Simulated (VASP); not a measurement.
# PbSe (Clausthalite) (Fm-3m) in VASP: further runs, part 2 of 2

VASP 6.6.1. Earlier steps stand in the parts before.

### Step 3. Single point, PBE

The input, INCAR:

```
PREC = Accurate
ENCUT = 500
EDIFF = 1E-6
ISMEAR = -1
SIGMA = 0.02
LREAL = F
LASPH = T
NELM = 120
ALGO = Normal
ISIF = 2
LWAVE = F
LCHARG = F
GGA = PE
NBANDS = 17
GGA_COMPAT = F
```

The input, KPOINTS:

```
Automatic mesh
0
Gamma
  8 8 8
```

The input, POSCAR:

```
PbSe
1.0
    0.0000000000      3.0606500000      3.0606500000
    3.0606500000      0.0000000000      3.0606500000
    3.0606500000      3.0606500000      0.0000000000
Pb Se
1 1
Direct
    0.0000000000      0.0000000000      0.0000000000
    0.5000000000      0.5000000000      0.5000000000
```

Potentials or basis: VASP PAW PBE potentials, release 64 (Pb_d, Se).

The run is started by

```
$ cat potpaw_PBE.64/Pb_d/POTCAR potpaw_PBE.64/Se/POTCAR > POTCAR
$ mpirun -np 1 vasp_std > vasp.out
```

OUTCAR:

```text
PREC = Accurate
   ENCUT = 500
   EDIFF = 1E-6
   ISMEAR = -1
   LREAL = F
   LASPH = T
   NELM = 120
   ISIF = 2
   GGA = PE

 ion  position               nearest neighbor table
   1  0.000  0.000  0.000-   2 3.06   2 3.06   2 3.06   2 3.06   2 3.06   2 3.06
   2  0.500  0.500  0.500-   1 3.06   1 3.06   1 3.06   1 3.06   1 3.06   1 3.06

  LATTYP: Found a face centered cubic cell.
 ALAT       =     6.1213000000

  Lattice vectors:

 A1 = (   0.0000000000,   3.0606500000,   3.0606500000)
 A2 = (   3.0606500000,   0.0000000000,   3.0606500000)
 A3 = (   3.0606500000,   3.0606500000,   0.0000000000)

Analysis of symmetry for initial positions (statically):
=====================================================================
 Subroutine PRICEL returns:
 Original cell was already a primitive cell.

 Routine SETGRP: Setting up the symmetry group for a
 face centered cubic supercell.

 Subroutine GETGRP returns: Found 48 space group operations
 (whereof 48 operations were pure point group operations)
 out of a pool of 48 trial point group operations.

The static configuration has the point symmetry O_h .

Analysis of symmetry for dynamics (positions and initial velocities):
=====================================================================
 Subroutine PRICEL returns:
 Original cell was already a primitive cell.

 Routine SETGRP: Setting up the symmetry group for a
 face centered cubic supercell.

 Subroutine GETGRP returns: Found 48 space group operations
 (whereof 48 operations were pure point group operations)
 out of a pool of 48 trial point group operations.

The dynamic configuration has the point symmetry O_h .

 Subroutine INISYM returns: Found 48 space group operations
 (whereof 48 operations are pure point group operations),
 and found     1 'primitive' translations

----------------------------------------------------------------------------------------

[... 108 lines left out ...]
   EFERMI_NEDOS =   21; number of points for ismear=-14 and -15
   IALGO  =     38    algorithm
   IMIX   =      4    mixing-type and parameters
     AMIX     =   0.40;   BMIX     =  1.00
     AMIX_MAG =   1.60;   BMIX_MAG =  1.00
  volume/ion in A,a.u.               =      28.67       193.48
  Fermi-wavevector in a.u.,A,eV,Ry     =   1.152377  2.177676 18.068159  1.327972
  Thomas-Fermi vector in A             =   2.289028
   LORBIT       =      0    0 simple, 1 ext, 2 COOP (PROOUT), +10 PAW based schemes
   GGA     = PE    functional components
   LHFCALC =     F    Hartree Fock is set to
   AEXX    =    0.0000 exact exchange contribution
   IVDW    =     0    specifies the selected vdW correction
   LEPSILON=     F    determine dielectric tensor
   LRPA    =     F    only Hartree local field effects (RPA)
 non-spin polarized calculation
  energy-cutoff  :      500.00
  volume of cell :       57.34
 maximum number of plane-waves:      1475
   NGX = 15   NGY = 15   NGZ = 15

 number of electron      20.0000000 magnetization

 Free energy of the ion-electron system (eV)
  ---------------------------------------------------
  ext. energy  EPLUGINS =         0.00000000
  ---------------------------------------------------
  free energy    TOTEN  =        -8.17835661 eV

  energy without entropy =       -8.17835306  energy(sigma->0) =       -8.17835484

 E-fermi :   5.2155     XC(G=0):  -9.5302

 val. band max:        5.0697597902   @ k =   0.5000   0.0000   0.0000
 cond. band min:       5.3611560892   @ k =   0.5000   0.0000   0.0000
 fundamental gap:      0.2913962990
 Fermi energy:         5.2154580032

 k-point     1 :       0.0000    0.0000    0.0000
  band No.  band energies     occupation
      1     -11.7677      2.00000
      2     -11.7677      2.00000
      3     -11.7677      2.00000
      4     -11.7637      2.00000
      5     -11.7637      2.00000
      6      -8.5252      2.00000
[... 457 lines left out ...]
      4     -11.7469      2.00000
      5     -11.7319      2.00000
      6      -7.2658      2.00000
[... 9 lines left out ...]
     16      15.9115      0.00000
     17      15.9961      0.00000

 [... further k-points ...]

------------------------ aborting loop because EDIFF is reached ----------------------------------------

  FORCE on cell =-STRESS in cart. coord.  units (eV):
  Direction    XX          YY          ZZ          XY          YZ          ZX
  --------------------------------------------------------------------------------------
  -------------------------------------------------------------------------------------
  Total        0.8609001      0.8609001      0.8609001      0.0000000      0.0000000      0.0000000
  in kB       24.0542787     24.0542787     24.0542787      0.0000000      0.0000000      0.0000000
  external PRESSURE =      24.0542787 kB  Pullay stress =       0.0000000 kB

 VOLUME and BASIS-vectors are now :
 -----------------------------------------------------------------------------
  energy-cutoff  :      500.00
  volume of cell :       57.34
      direct lattice vectors                 reciprocal lattice vectors
     0.000000000  3.060650000  3.060650000    -0.163363991  0.163363991  0.163363991
     3.060650000  0.000000000  3.060650000     0.163363991 -0.163363991  0.163363991
     3.060650000  3.060650000  0.000000000     0.163363991  0.163363991 -0.163363991

 POSITION                                       TOTAL-FORCE (eV/Angst)
 -----------------------------------------------------------------------------------
      0.00000      0.00000      0.00000        -0.000000     -0.000000     -0.000000
      3.06065      3.06065      3.06065         0.000000      0.000000      0.000000
 -----------------------------------------------------------------------------------
    total drift:                                0.000000     -0.000000     -0.000000

  FREE ENERGIE OF THE ION-ELECTRON SYSTEM (eV)
  ---------------------------------------------------
  free  energy   TOTEN  =        -8.1783566103 eV

  energy  without entropy=       -8.1783530614  energy(sigma->0) =       -8.17835484
```

Run time: 12 s. Hardware: 1 thread of Intel Xeon Platinum 8559C (Emerald Rapids), shared host; peak memory 0.18 GiB.

What came out:

```yaml
Free_energy: -8.1784 eV
Pressure: 2.4 GPa
Band_gap_on_the_k_mesh: 0.29 eV, direct
```

Levels at points of the mesh, in eV from the valence-band top:
| k point | band 8 | band 9 | band 10 | band 11 | band 12 | band 13 |
| --- | --- | --- | --- | --- | --- | --- |
| (0.00, 0.00, 0.00) | -1.88 | -1.88 | -1.88 | 4.71 | 4.71 | 4.71 |
| (0.50, 0.00, 0.00) | -1.47 | -1.47 | 0.00 | 0.29 | 1.70 | 1.70 |
| (0.50, 0.50, 0.00) | -4.98 | -3.24 | -3.24 | 3.69 | 5.61 | 5.61 |

Caveat: spin-orbit coupling is left out, which moves the levels of the heavy elements.

### Step 4. How close it comes

Step 3. A measured gap of PbSe is 0.28 eV (direct; 300 K; a printed reference work, monograph); the calculated 0.29 eV misses it by +0.01 eV. 2 values of this kind are on record (0.15 to 0.28 eV); this one was drawn at random. Spin-orbit coupling on Pb, Se is left out. The value is that of PBE on a finite k mesh, which can miss the band edges, without temperature or zero-point motion.
